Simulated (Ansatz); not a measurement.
The following input was run with Ansatz 0.2.0.

```yaml
crystal:
  lattice:
    - [3.9698693904, 0.0, 0.0]
    - [0.0, 3.9698693904, 0.0]
    - [0.0, 0.0, 22.9397387807]
  atoms:
    - { symbol: Ti, position: [0.0, 0.0, 0.326943566] }
    - { symbol: O, position: [0.5, 0.0, 0.326943566] }
    - { symbol: O, position: [0.0, 0.5, 0.326943566] }
    - { symbol: Ba, position: [0.5, 0.5, 0.413471783] }
    - { symbol: O, position: [0.0, 0.0, 0.413471783] }
    - { symbol: Ti, position: [0.0, 0.0, 0.5] }
    - { symbol: O, position: [0.5, 0.0, 0.5] }
    - { symbol: O, position: [0.0, 0.5, 0.5] }
    - { symbol: Ba, position: [0.5, 0.5, 0.586528217] }
    - { symbol: O, position: [0.0, 0.0, 0.586528217] }
    - { symbol: Ti, position: [0.0, 0.0, 0.673056434] }
    - { symbol: O, position: [0.5, 0.0, 0.673056434] }
    - { symbol: O, position: [0.0, 0.5, 0.673056434] }
basis:
  ecutwfc: 300
kpoints:
  mp_grid: { grid: [7, 7, 1] }
hamiltonian:
  xc: pbesol
scf:
  occupations: { method: gaussian, width: 0.05 }
output:
  forces: true
  stress: true
  eigenvalues: true
efield:
  axis: 3
  dipole_correction: true
  ramp_width: 0.04
```

Run as
```bash
ansatz run input.yaml --threads 1 --pin off --max-ram 2560MiB --backend cpu --events-out ev --progress --plain --runs-dir out
```

All numbers below come from DFT PBEsol, scalar-relativistic, plane waves, PAW (Ansatz 0.2.0).

From the run's log, abridged (iterations and final results):

```
SCF iter   1: F=—  HF=-23647.838995 eV  |F-HF|=—  |Δ(HF+E_count)|=         —  Δρ=2.16e-2  dr2=9.34e-1  ethr=1.77e-3  p=0.000 e·Å  D=1.70e-13 V/Å  ΔV_dip= 0.00 eV  dr2_dipole=2.15e-9  V_vac-E_F(+/−)=4.16/4.16 eV  ⟨swp⟩=7.5  Hψ=2868  notcnv=0  defer=1
efield: sawtooth ramp at fractional position 0.9800 (placed from the atoms, in the widest stretch of the axis that holds none; the zero of the levels goes with the place), width 0.0400; the density the first Hamiltonian is built on has a dipole p = 0.000 e·Å; the dipole correction subtracts the counter field D = 1.70e-13 V/Å, which shifts the + side's vacuum level by  0.00 eV against the − side's; the planar-averaged density in the ramp window peaks in size at 1.1e-5 e/Å³
SCF iter   2: F=—  HF=-23647.693559 eV  |F-HF|=—  |Δ(HF+E_count)|=   1.45e-1  Δρ=1.16e-2  dr2=5.19e-1  ethr=8.98e-4  p=0.000 e·Å  D=5.81e-6 V/Å  ΔV_dip= 0.00 eV  dr2_dipole=3.09e-10  V_vac-E_F(+/−)=4.45/4.45 eV  ⟨swp⟩=2.1  Hψ=1199  notcnv=0  defer=63
SCF iter   3: F=—  HF=-23647.616007 eV  |F-HF|=—  |Δ(HF+E_count)|=   7.76e-2  Δρ=4.70e-3  dr2=3.11e-2  ethr=4.99e-4  p=0.000 e·Å  D=4.42e-6 V/Å  ΔV_dip= 0.00 eV  dr2_dipole=1.82e-9  V_vac-E_F(+/−)=4.40/4.40 eV  ⟨swp⟩=2.7  Hψ=902  notcnv=0  defer=63
SCF iter   4: F=—  HF=-23647.617858 eV  |F-HF|=—  |Δ(HF+E_count)|=   1.85e-3  Δρ=1.77e-3  dr2=3.37e-3  ethr=2.99e-5  p= 0.000 e·Å  D=-1.94e-6 V/Å  ΔV_dip=0.00 eV  dr2_dipole=2.98e-10  V_vac-E_F(+/−)=4.46/4.46 eV  ⟨swp⟩=2.2  Hψ=1001  notcnv=0  defer=63
SCF iter   5: F=—  HF=-23647.619642 eV  |F-HF|=—  |Δ(HF+E_count)|=   1.78e-3  Δρ=9.27e-4  dr2=1.83e-3  ethr=3.24e-6  p=0.000 e·Å  D=3.13e-7 V/Å  ΔV_dip= 0.00 eV  dr2_dipole=4.02e-12  V_vac-E_F(+/−)=4.44/4.44 eV  ⟨swp⟩=2.0  Hψ=1005  notcnv=0  defer=63
SCF iter   6: F=—  HF=-23647.619877 eV  |F-HF|=—  |Δ(HF+E_count)|=   2.35e-4  Δρ=8.72e-5  dr2=2.14e-5  ethr=1.76e-6  p=0.000 e·Å  D=1.80e-6 V/Å  ΔV_dip= 0.00 eV  dr2_dipole=1.72e-10  V_vac-E_F(+/−)=4.44/4.45 eV  ⟨swp⟩=2.0  Hψ=801  notcnv=0  defer=63
SCF iter   7: F=—  HF=-23647.618484 eV  |F-HF|=—  |Δ(HF+E_count)|=   1.39e-3  Δρ=4.46e-5  dr2=5.85e-6  ethr=2.06e-8  p= 0.000 e·Å  D=-2.52e-6 V/Å  ΔV_dip=0.00 eV  dr2_dipole=3.37e-10  V_vac-E_F(+/−)=4.45/4.45 eV  ⟨swp⟩=2.9  Hψ=1334  notcnv=0  defer=63
SCF iter   8: F=—  HF=-23647.618484 eV  |F-HF|=—  |Δ(HF+E_count)|=   3.82e-7  Δρ=2.36e-5  dr2=1.73e-6  ethr=5.63e-9  p=0.000 e·Å  D=4.02e-7 V/Å  ΔV_dip= 0.00 eV  dr2_dipole=4.04e-11  V_vac-E_F(+/−)=4.45/4.45 eV  ⟨swp⟩=2.0  Hψ=951  notcnv=0  defer=63
SCF iter   9: F=—  HF=-23647.618484 eV  |F-HF|=—  |Δ(HF+E_count)|=   2.12e-7  Δρ=6.08e-6  dr2=1.22e-7  ethr=1.67e-9  p= 0.000 e·Å  D=-2.01e-7 V/Å  ΔV_dip=0.00 eV  dr2_dipole=3.26e-12  V_vac-E_F(+/−)=4.45/4.45 eV  ⟨swp⟩=2.0  Hψ=956  notcnv=0  defer=63
SCF iter  10: F=-23647.618484 eV  HF=-23647.618484 eV  |F-HF|=1.52e-8  |Δ(HF+E_count)|=   5.79e-8  Δρ=2.56e-6  dr2=1.99e-8  ethr=9.62e-11  p=0.000 e·Å  D=1.95e-8 V/Å  ΔV_dip= 0.00 eV  dr2_dipole=1.23e-12  V_vac-E_F(+/−)=4.45/4.45 eV  ⟨swp⟩=14.3  Hψ=3187  notcnv=0
SCF 1 converged in 10 iterations: F = -23647.618484 eV  dr2 = 1.99e-8
SCF converged after 10 iterations
Free energy (F): -23647.618484 eV
Harris-Foulkes:  -23647.618484 eV  (|F-HF|=1.52e-8)
Internal energy: -23647.618484 eV  (E = F + TS)
E sigma→0 (E₀):  -23647.618484 eV
Fermi energy:    2.339011 eV
Dipole field:    D = -0.000001 V/Å  (p = -0.000002 e·Å, saw-weighted, corrected)
Work function:   Φ+ = 4.4476 eV   Φ− = 4.4477 eV
Levels:          The Fermi level and band energies are counted from a zero that moves with the ramp; work functions are not
--- Per-component energies (eV) ---
  E_band       = -1375.939590
  E_kinetic    = 2572.779975
  E_local      = -79385.168402  (includes V_loc(G=0)·N_el)
  E_nonlocal   = 492.833740
  E_hartree    = 38597.974064
  E_xc         = -1218.639559
  E_vxc        = -1399.256647  (∫ρ·V_xc dr)
  E_paw        = -14551.471480  (= ΣΔE_a)
  E_vpaw       = -853.168279  (= ΣTr[D̂ρ^β])
  E_aug_tail   = 0.080767  (compensation charges beyond the density's cutoff)
  E_efield     = 0.000000  (sawtooth field / dipole correction)
  E_vefield    = 0.000000  (∫n·V_field dr)
  E_ewald      = 29842.989089
  E_core_change = 1.003322  (= ΣΔE_core)
  E_smearing   =  0.000000  (= −TS)
--- Forces (eV/Å), atoms counted from 1 ---
  atom   1  Ti     0.00000000     0.00000000     2.37219573
  atom   2  O      0.00000000     0.00000000    -0.41676752
  atom   3  O      0.00000000     0.00000000    -0.41676752
  atom   4  Ba     0.00000000     0.00000000    -0.72255639
  atom   5  O      0.00000000     0.00000000    -0.76481374
  atom   6  Ti     0.00000000     0.00000000    -0.00000127
  atom   7  O      0.00000000     0.00000000    -0.00000112
  atom   8  O      0.00000000     0.00000000    -0.00000112
  atom   9  Ba     0.00000000     0.00000000     0.72255324
  atom  10  O      0.00000000     0.00000000     0.76482099
  atom  11  Ti     0.00000000     0.00000000    -2.37219846
  atom  12  O      0.00000000     0.00000000     0.41677254
  atom  13  O      0.00000000     0.00000000     0.41677254
--- Stress (GPa, compression-positive) ---
       -4.749532       0.000000       0.000000
        0.000000      -4.749532       0.000000
        0.000000       0.000000      -2.729200
  P = ⅓ Tr σ = -4.0761 GPa (-40.761 kbar)
--- Band table (eV; the first three rows and the last of 10) ---
  k-point 0: bands = ["-55.3380", "-55.3377", "-55.3362", "-31.8298", "-31.8251", "-31.7192", "-31.6486", "-31.6486", "-31.5452", "-31.5452", "-31.5448", "-31.5448", "-23.2711", "-23.1956", "-15.9879", "-15.4921", "-15.3484", "-15.1765", "-15.0383", "-15.0020", "-14.5525", "-14.5523", "-8.4866", "-8.4866", "-8.3849", "-8.3849", "-8.3170", "-8.0826", "-2.7294", "-1.8287", "-1.5169", "-1.5169", "-0.9288", "-0.9288", "-0.9124", "-0.9124", "-0.6289", "-0.6212", "-0.5453", "-0.5453", "-0.2413", "-0.2076", "-0.2076", "0.2772", "0.3318", "0.4488", "0.6065", "0.6065", "1.2087", "1.2087", "1.2658", "1.2658", "2.8432", "2.9170", "2.9170", "3.2445", "3.2503", "3.4954", "3.4954", "4.2093", "4.2239", "4. ...
  k-point 1: bands = ["-55.3378", "-55.3377", "-55.3362", "-31.8306", "-31.8261", "-31.7198", "-31.6597", "-31.6481", "-31.5550", "-31.5547", "-31.5447", "-31.5444", "-23.2466", "-23.1764", "-15.9394", "-15.4942", "-15.3429", "-15.1577", "-14.9882", "-14.9802", "-14.5286", "-14.5276", "-8.4484", "-8.4468", "-8.4392", "-8.3421", "-8.2763", "-8.1333", "-2.7798", "-1.9292", "-1.7389", "-1.5620", "-1.5160", "-1.2062", "-1.0703", "-1.0509", "-1.0257", "-0.7071", "-0.5844", "-0.4838", "-0.3147", "-0.1835", "0.0646", "0.1154", "0.3211", "0.3355", "0.3631", "0.4778", "0.8808", "0.9079", "0.9350", "0.9815", "2.9270", "3.2416", "3.2990", "3.5023", "3.6543", "3.6589", "3.6716", "4.2287", "4.2768", "4.2 ...
  k-point 2: bands = ["-55.3372", "-55.3372", "-55.3355", "-31.8287", "-31.8253", "-31.7184", "-31.6831", "-31.6472", "-31.5761", "-31.5754", "-31.5438", "-31.5436", "-23.1903", "-23.1323", "-15.9270", "-15.4342", "-15.4027", "-15.0928", "-14.8806", "-14.8779", "-14.4426", "-14.4374", "-8.4741", "-8.3841", "-8.3584", "-8.2622", "-8.2407", "-8.2160", "-2.8782", "-2.3987", "-2.3489", "-1.9871", "-1.8942", "-1.7599", "-1.5660", "-1.4341", "-1.4111", "-1.3099", "-0.5705", "-0.4841", "-0.4058", "-0.3837", "-0.1327", "-0.0407", "0.1894", "0.2269", "0.3652", "0.4221", "0.5549", "0.6284", "0.6405", "0.7045", "2.9670", "3.5070", "4.0090", "4.0300", "4.1448", "4.2346", "4.3899", "4.3934", "4.4189", "4 ...
  k-point 9: bands = ["-55.3355", "-55.3352", "-55.3333", "-31.8256", "-31.8222", "-31.7152", "-31.6983", "-31.6979", "-31.5899", "-31.5893", "-31.5892", "-31.5891", "-23.0588", "-23.0182", "-15.5722", "-15.2450", "-15.0343", "-15.0278", "-14.3638", "-14.3627", "-14.3370", "-14.3278", "-9.1219", "-9.0552", "-8.9470", "-8.7485", "-8.6663", "-8.3127", "-3.3006", "-2.8296", "-2.7669", "-2.6844", "-2.5469", "-2.5034", "-2.3378", "-2.3325", "-1.8502", "-1.6351", "-1.4732", "-1.3480", "-1.3197", "-0.9960", "-0.9764", "-0.9595", "-0.9432", "0.3590", "0.4519", "0.8209", "0.8811", "0.9684", "1.8284", "1.8305", "4.5804", "4.6510", "4.6776", "4.8622", "4.9037", "5.0816", "5.1019", "5.1129", "5.2412", " ...
```

Self-consistency was reached.

Time: 25 s on 1 thread of Arm Neoverse V1, with other jobs on the host, peak memory 0.45 GiB.